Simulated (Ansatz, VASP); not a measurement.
**One calculation of BaTiO3, two programs**

The input POSCAR:

```
BaTiO3
1.0
    3.8782201961      0.0000000000      0.0000000000
    0.0000000000      3.8782201961      0.0000000000
    0.0000000000      0.0000000000      4.0147687457
Ba Ti O
1 1 3
Direct
    0.0000000000      0.0000000000      0.0012632189
    0.5000000000      0.5000000000      0.4865967829
    0.5000000000      0.5000000000      0.0232325493
    0.5000000000      0.0000000000      0.5159537245
    0.0000000000      0.5000000000      0.5159537245
```

Contents of INCAR.step1:

```
SYSTEM = BaTiO3
  ALGO = Normal
  EDIFF = 1E-4
  ENCUT = 520
  GGA = PE
  ISMEAR = 0
  LASPH = .True.
  LCHARG = .False.
  LREAL = .False.
  LWAVE = .True.
  NBANDS = 28
  NELM = 60
  PREC = Accurate
  SIGMA = 0.01
```

File INCAR.step2:

```
SYSTEM = BaTiO3
  ALGO = Normal
  EDIFF = 1E-6
  ENCUT = 520
  ISIF = 2
  ISMEAR = 0
  ISTART = 1
  LASPH = .True.
  LCHARG = .True.
  LELF = .True.
  LMIXTAU = .True.
  LREAL = .False.
  LVHAR = .True.
  LWAVE = .False.
  METAGGA = R2SCAN
  NBANDS = 28
  NELM = 60
  PREC = Accurate
  SIGMA = 0.01
```

The input KPOINTS:

```
k-points
0
Gamma
  6 6 6
  0 0 0
```

Input for Ansatz:

```yaml
crystal:
  lattice:
    - [3.8782201961, 0.0, 0.0]
    - [0.0, 3.8782201961, 0.0]
    - [0.0, 0.0, 4.0147687457]
  atoms:
    - { symbol: Ba, position: [0.0, 0.0, 0.0012632189] }
    - { symbol: Ti, position: [0.5, 0.5, 0.4865967829] }
    - { symbol: O, position: [0.5, 0.5, 0.0232325493] }
    - { symbol: O, position: [0.5, 0.0, 0.5159537245] }
    - { symbol: O, position: [0.0, 0.5, 0.5159537245] }
kpoints:
  mp_grid: { grid: [6, 6, 6] }
  band_path:
    path:
      - [0.0, 0.0, 0.0]
      - [0.0, 0.5, 0.0]
      - [0.5, 0.5, 0.0]
      - [0.0, 0.0, 0.5]
      - [0.0, 0.5, 0.5]
      - [0.5, 0.5, 0.5]
      - [-0.5, -0.5, 0.489583]
    npoints: 1
hamiltonian:
  xc: r2scan
scf:
  occupations: { method: fixed }
  n_extra_bands: 5
output:
  forces: true
  stress: true
  eigenvalues: true
```

Change from the starting cell: hydrostatic strain -2.4%.

Alike in both runs: task single point; functional r2SCAN; k mesh 6 × 6 × 6; no spin polarisation.

|  | VASP | Ansatz |
| --- | --- | --- |
| version | VASP 6.6.1 | Ansatz 0.2.0 |
| potentials or method | VASP PAW PBE potentials, release 64 (Ba_sv, Ti_sv, O) | plane waves, PAW |
| plane-wave cutoff (eV) | 520 | 500 |
| occupations | gaussian, width 0.01 eV | fixed |
| valence electrons in the cell | 40 | 40 |

```csv
,VASP,Ansatz,Ansatz less VASP
gap on the k mesh at the Fermi level (eV),2.32,2.34,+0.026
pressure (GPa),15.0,12.6,-2.47
largest component of the traceless stress (GPa),3.63,3.55,-0.071
rms of the force components (eV/Å),0.040,0.000,-0.0398
```

Atom by atom the forces differ by 0.040 eV/Å (rms over components).

Caveats: so large a pressure means that the cell lies far from this level's equilibrium, or that cutoff or potentials fall short (VASP); the potentials were made for another functional, which shifts forces and pressure (VASP); spin-orbit coupling is left out, which moves the levels of the heavy elements. A k mesh can miss the band edges.
